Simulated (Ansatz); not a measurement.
**Transmission past a defect: Ta wire along [111], 3 atoms a period, Co in place of one Ta**

Wanted: the relaxed defect and the transmission past it, beside the channels of the perfect wire.

Program: Ansatz 0.2.0. Level of theory: DFT PBE, plane waves, PAW; relaxation of a wire's period, in the first sound run; inputs show where later runs differ. Results are calculated unless marked as measured.

Report form: the programs' logs are mostly left out.

### 1. The starting structure

The cell holds 3 atoms: 3 Ta. Its edges and angles: a = 9.148 Å, b = 9.511 Å, c = 2.875 Å, α = 90.0°, β = 90.0°, γ = 90.0°. Vacuum lies along a and b. The structure's axis is c.

### 2. Relaxing the period

Band widths follow the bond lengths, so the wire is relaxed first. The atoms and the third cell vector are free; the box across stays fixed as vacuum. A Fermi-Dirac smearing is set since the result may be a metal. The pressure printed is a third of the stress's trace over the whole box, vacuum included; only the stress along the axis is relaxed.

Input file input.yaml:

```yaml
crystal:
  lattice:
    - [9.148, 0.0, 0.0]
    - [0.0, 9.511, 0.0]
    - [0.0, 0.0, 2.8752043406]
  atoms:
    - { symbol: Ta, position: [0.371665938, 0.357480812, 0.0] }
    - { symbol: Ta, position: [0.371665938, 0.642494864, 0.333333333] }
    - { symbol: Ta, position: [0.628289737, 0.499987838, 0.666666667] }
kpoints:
  mp_grid: { grid: [1, 1, 28] }
scf:
  occupations: { method: fermi_dirac, width: 0.05 }
hamiltonian:
  xc: pbe
relax:
  cell: { fix: [a, b, alpha, beta, gamma] }
  max_steps: 60
```

On the command line:

```console
$ ansatz run input.yaml --threads 4 --pin off --max-ram 16384MiB --backend cpu --events-out ev --progress --plain --runs-dir out
```

Run time: 14 s. Hardware: 4 threads of Arm Neoverse V2, shared host; peak memory 0.51 GiB.

Step by step:

```
step  energy less that of the first step (eV)  largest force component (eV/Å)  pressure (GPa)  volume (Å³)
   1                                   0.0000                          3.2258           -5.80       250.16
   2                                  -1.2693                          0.1314           -0.42       244.65
   3                                  -1.3312                          0.0609           -0.31       237.93
   4                                  -1.3361                          0.0752            0.44       231.72
   5                                  -1.3422                          0.0147            0.05       234.58
   6                                  -1.3422                          0.0148            0.06       234.35
   7                                  -1.3423                          0.0092            0.08       234.27
  8*                                  -1.3416                          0.0092            0.08       234.27
```

Relaxation steps marked * repeat the geometry before them on a plane-wave basis chosen anew for their cell, so energy and pressure can jump there.

The run keeps the 2 symmetry operations that it works with, so distortions that break them were not tested.

```
cell as run  before  after  change
      c (Å)   2.875  2.693  -6.4 %
```

The atoms that moved most (Å, along periodic axes as changes of fractional coordinates times the final cell, across vacuum about the mean position):

```
atom      dx      dy      dz  length
 Ta1   0.080   0.138   0.002   0.159
 Ta2   0.080  -0.138  -0.002   0.159
 Ta3  -0.159   0.000   0.000   0.159
```

Final coordinates:

```xyz
3
Lattice="9.1480 0.0000 0.0000 0.0000 9.5110 0.0000 0.0000 0.0000 2.6926" Properties=species:S:1:pos:R:3
Ta    3.4796    3.5380    0.0024
Ta    3.4796    5.9728    0.8952
Ta    5.5884    4.7554    1.7951
```

Numbers from this step:

| Item | Value |
| --- | --- |
| energy at zero smearing | -29789.1963 eV |
| cell length along the wire | 2.693 Å |

The cell's length comes to 2.693 Å with spin left out.

### 3. The perfect wire

This step: DFT PBE, plane waves, PAW; channels and complex bands of a perfect wire (Ansatz 0.2.0).

At the relaxed period the Bloch states of the perfect wire are found at each energy: those that move forward count the open channels, and those that decay describe how a disturbance dies away inside the wire itself. An energy step of 0.035 eV is under the 0.039 eV that the program asks for its thermal average at 300 K.

Input file input.yaml:

```yaml
crystal:
  lattice:
    - [9.148, 0.0, 0.0]
    - [0.0, 9.511, 0.0]
    - [0.0, 0.0, 2.6925944663]
  atoms:
    - { symbol: Ta, position: [0.380367183, 0.371990335, 0.000880027] }
    - { symbol: Ta, position: [0.380367183, 0.627985341, 0.332453306] }
    - { symbol: Ta, position: [0.610887247, 0.499987838, 0.666666667] }
kpoints:
  mp_grid: { grid: [1, 1, 30] }
scf:
  occupations: { method: fermi_dirac, width: 0.05 }
hamiltonian:
  xc: pbe
output:
  transmission:
    e_range: [-1.26, 1.26]
    de: 0.035
    kmesh: [1, 1]
    reduced_basis: true
    leads: [[0, 0]]
basis:
  ecutwfc: "350 eV"
```

Run time: 56 s. Hardware: 4 threads; peak memory 1.1 GiB.

Numbers from this step:

- energy at zero smearing: -29789.1831 eV
- channels at the energy nearest the Fermi level, one spin: 7
- conductance of the lead as this run defines it: 6.359 G₀
- band gap: 0 eV

Open channels of the lead, one spin against energy, zero at the Fermi level:

```
energy (eV)  open channels of the lead, one spin
     -1.190                                    2
     -1.085                                    2
     -1.015                                    2
     -0.910                                    2
     -0.805                                    2
     -0.700                                    3
     -0.595                                    3
     -0.490                                    3
     -0.385                                    5
     -0.315                                    5
     -0.210                                    5
     -0.105                                    7
      0.000                                    7
      0.105                                    5
      0.210                                    3
      0.315                                    3
      0.385                                    4
      0.490                                    6
      0.595                                    7
      0.700                                    7
      0.805                                    5
      0.910                                    7
      1.015                                    7
      1.085                                    7
      1.190                                    6
```

The slowest values at each energy, most degenerate partners merged, listed up to 1.5 1/Å. The Im kz of the slowest decaying states by energy, zero at the Fermi level:

```
energy (eV)  decay 1 (Å⁻¹)  decay 2 (Å⁻¹)  decay 3 (Å⁻¹)  decay 4 (Å⁻¹)
      -1.26         0.0750          0.111          0.235          0.268
      -1.16          0.116          0.118          0.257          0.274
      -1.05          0.121          0.131          0.237          0.239
      -0.94          0.121          0.135          0.194          0.244
      -0.84          0.125          0.129          0.137          0.245
      -0.77         0.0787          0.121          0.137          0.241
      -0.67          0.102          0.151          0.227          0.278
      -0.56         0.0677          0.156          0.206          0.274
      -0.46          0.160          0.181          0.268          0.379
      -0.35          0.152          0.190          0.261          0.394
      -0.24         0.0025          0.115          0.220          0.251
      -0.14         0.0508          0.239          0.240          0.414
      -0.04          0.224          0.255          0.421          0.469
       0.00          0.218          0.258          0.423          0.462
       0.04         0.0181          0.212          0.262          0.424
       0.14         0.0505         0.0648          0.189          0.268
       0.24         0.0810         0.0821          0.157          0.272
       0.35         0.0872          0.105          0.274          0.434
       0.46         0.0909         0.0961          0.274          0.436
       0.56         0.0558          0.120          0.277          0.436
       0.67          0.135          0.286          0.437          0.501
       0.77          0.141          0.304          0.436          0.498
       0.84         0.0130          0.141          0.317          0.436
       0.94          0.137          0.332          0.434          0.481
       1.05          0.128          0.341          0.432          0.474
       1.16          0.110          0.346          0.430          0.466
       1.26         0.0767          0.112          0.347          0.426
```

By hand: the program gives 5.6631 × 10^14 S/m² over the cell's cross-section of 87.01 Å² = 8.701 × 10^-19 m², so one cell conducts 4.927 × 10^-4 S. Divided by G0 = 2e²/h = 7.748 × 10^-5 S this is 6.36 G0, a resistance of 2.03 kΩ.

At the computed energy nearest the Fermi level there are 7 channels a spin, and the thermal average gives 6.36 G₀.

### 4. Relaxation of the scattering region

This step: DFT PBE, plane waves, PAW; relaxation of a junction in a wire, ends held (Ansatz 0.2.0).

System of this step: Ta wire along [111], 3 atoms a period, Co in place of one Ta. The cell holds 27 atoms: 26 Ta and 1 Co. Cell: a = 9.148 Å, b = 9.511 Å, c = 24.233 Å, α = 90.0°, β = 90.0°, γ = 90.0°. Regions: held atoms, 18 atoms (18 Ta); free atoms, 9 atoms (8 Ta and 1 Co). Vacuum lies along a and b. The structure's axis is c.

9 atoms at the defect are free to relax, while 18 stay where the perfect wire has them, so that the ends still repeat as a lead. The cutoff is set under the files' recommended one to save time.

Input file input.yaml:

```yaml
crystal:
  lattice:
    - [9.148, 0.0, 0.0]
    - [0.0, 9.511, 0.0]
    - [0.0, 0.0, 24.2333501969]
  atoms:
    - { symbol: Ta, position: [0.380367183, 0.371990335, 9.7781e-05] }
    - { symbol: Ta, position: [0.380367183, 0.627985341, 0.036939256] }
    - { symbol: Ta, position: [0.610887247, 0.499987838, 0.074074074] }
    - { symbol: Ta, position: [0.380367183, 0.371990335, 0.111208892] }
    - { symbol: Ta, position: [0.380367183, 0.627985341, 0.148050367] }
    - { symbol: Ta, position: [0.610887247, 0.499987838, 0.185185185] }
    - { symbol: Ta, position: [0.380367183, 0.371990335, 0.222320003] }
    - { symbol: Ta, position: [0.380367183, 0.627985341, 0.259161478] }
[... 15 atom lines left out ...]
    - { symbol: Ta, position: [0.610887247, 0.499987838, 0.851851852] }
    - { symbol: Ta, position: [0.380367183, 0.371990335, 0.88898667] }
    - { symbol: Ta, position: [0.380367183, 0.627985341, 0.925828145] }
    - { symbol: Ta, position: [0.610887247, 0.499987838, 0.962962963] }
magnetization:
  spin_polarized: true
kpoints:
  mp_grid: { grid: [1, 1, 2] }
scf:
  occupations: { method: fermi_dirac, width: 0.1 }
hamiltonian:
  xc: pbe
relax:
  constraints:
    - { sites: [0, 1, 2, 3, 4, 5, 6, 7, 8, 18, 19, 20, 21, 22, 23, 24, 25, 26] }
  f_tol: 0.06
  max_steps: 35
basis:
  ecutwfc: "350 eV"
```

The job ended after 10 min (4 threads; peak memory 5.1 GiB; 40 min of CPU time).

The steps of the relaxation:

```
step  energy less that of the first step (eV)  largest force component (eV/Å)
   1                                   0.0000                          1.9221
   2                                  -0.4913                          1.2162
   3                                  -0.6976                          0.2182
   4                                  -0.7934                          0.2639
   5                                  -0.9185                          0.4765
   6                                  -1.1174                          0.7131
   7                                  -1.3565                          0.6221
   8                                  -1.5786                          0.5357
   9                                  -1.7253                          0.4645
  10                                  -1.7867                          0.1192
  11                                  -1.7624                          0.2672
  12                                  -1.7957                          0.1073
  13                                  -1.7975                          0.0269
```

Relaxation step 11 was tried and not accepted.

The atoms that moved most (Å):

```
atom      dx      dy      dz  length
Ta13  -0.808   0.548   0.092   0.980
Ta16   0.893  -0.019  -0.392   0.976
Ta15   0.055   0.914  -0.029   0.916
Ta12  -0.441  -0.695   0.397   0.913
Ta17  -0.241  -0.385  -0.188   0.491
Ta11   0.442   0.083   0.148   0.473
Ta10  -0.080   0.159   0.024   0.179
Ta18  -0.071   0.133  -0.003   0.151
```

Numbers from this step:

* energy at zero smearing: -263299.0721 eV
* absolute moment: 0 μB

The largest force component on a free atom ends at 0.027 eV/Å, under the limit of 0.06. Co ends nearest to Ta at 2.27 Å, Ta at 2.28 Å, Ta at 2.56 Å, Ta at 2.57 Å, Ta at 2.87 Å and Ta at 2.97 Å. 6 atoms of the wire itself, hydrogen apart, moved by over 0.45 Å, up to 0.98 Å.

(Continued in part 2 of 2.)

[Logs are printed without paths, hosts, clocks, repeated set-up lines and the standing remarks that a program may print on its own settings, such as how far it seeks lower states.]

[Hosts, paths, dates, database ids (printed as entryN), source tags and the programs' standing remarks are cut or masked in the printed files.]
